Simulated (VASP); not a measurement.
Set up this calculation in VASP 6.6.1, as the native input.

- Task: relaxation of the atoms
- Functional: LDA
- Potentials or basis: VASP PAW LDA potentials, release 64 (B, As)
- Cutoff: 600 eV
- k mesh: 10 × 10 × 10
- Occupations: gaussian, width 0.03 eV
- Spin: no spin polarisation
- Further INCAR settings: ALGO = Normal; EDIFF = 1e-07; IBRION = 2; EDIFFG = -0.01; NSW = 40

The structure of BAs lies in POSCAR:

```
BAs                                     
1.0
    0.0000000000      2.3711456976      2.3711456976
    2.3711456976      0.0000000000      2.3711456976
    2.3711456976      2.3711456976      0.0000000000
  B               As            
     1     1
Direct
     0.0000000000000000    0.0000000000000000    0.0000000000000000
     0.2500000000000000    0.2500000000000000    0.2500000000000000
```

These files were run (other wordings do the same):

INCAR

```
SYSTEM = BAs
ALGO = Normal ; EDIFF = 1E-7
EDIFFG = -0.01 ; ENCUT = 600
GGA = CA ; IBRION = 2
ISIF = 2 ; ISMEAR = 0
LASPH = .TRUE. ; LCHARG = .FALSE.
LREAL = .FALSE. ; LWAVE = .FALSE.
NELM = 80 ; NSW = 40
PREC = Accurate ; SIGMA = 0.03
```

KPOINTS

```
k-points
0
G
  10 10 10
  0 0 0
```

Potentials or basis: VASP PAW LDA potentials, release 64 (B, As).

The run is started by

```sh
$ cat potpaw_LDA.64/B/POTCAR potpaw_LDA.64/As/POTCAR > POTCAR
$ mpirun -np 1 vasp_std > vasp.out
```

Results of the run:

| Quantity | Value |
| --- | --- |
| Pressure after relaxing | 0.0 GPa |
| Band gap on the k mesh | 1.10 eV, indirect (least direct gap 3.28 eV) |

Caveat: the relaxation stopped at its first step, so nothing moved.

Wall time 7.7 s on 1 thread of Intel(R) Xeon(R) 6975P-C (Granite Rapids), with other jobs on the host, peak memory 0.14 GiB.
